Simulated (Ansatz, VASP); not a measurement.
**Ge: VASP beside Ansatz**

```
Ge
1.0
     0.00000    2.82877    2.82877
     2.82877    0.00000    2.82877
     2.82877    2.82877    0.00000
Ge
2
Direct
  0.50000 0.50000 0.50000
  0.75000 0.75000 0.75000
```

Alike in both runs: task electric field gradients; functional LDA; k mesh 10 × 10 × 10; occupations fermi-dirac, width 0.05 eV; no spin polarisation.

```csv
,VASP,Ansatz
version,VASP 6.6.1,Ansatz 0.2.0
potentials or method,"VASP PAW LDA potentials, release 64 (Ge_d), cutoff 520 eV","all-electron PAW with datasets made for the crystal, scalar-relativistic"
```

|  | VASP | Ansatz | Ansatz less VASP |
| --- | --- | --- | --- |
| pressure (GPa) | -1.2 | -1.3 | -0.08 |
| Vzz of the field gradient on the site that differs most (V/Å²) | 0.0 | 0.0 | -0.01 |

Ansatz ran all-electron here, so the differences hold the error of VASP's frozen core and of both bases.
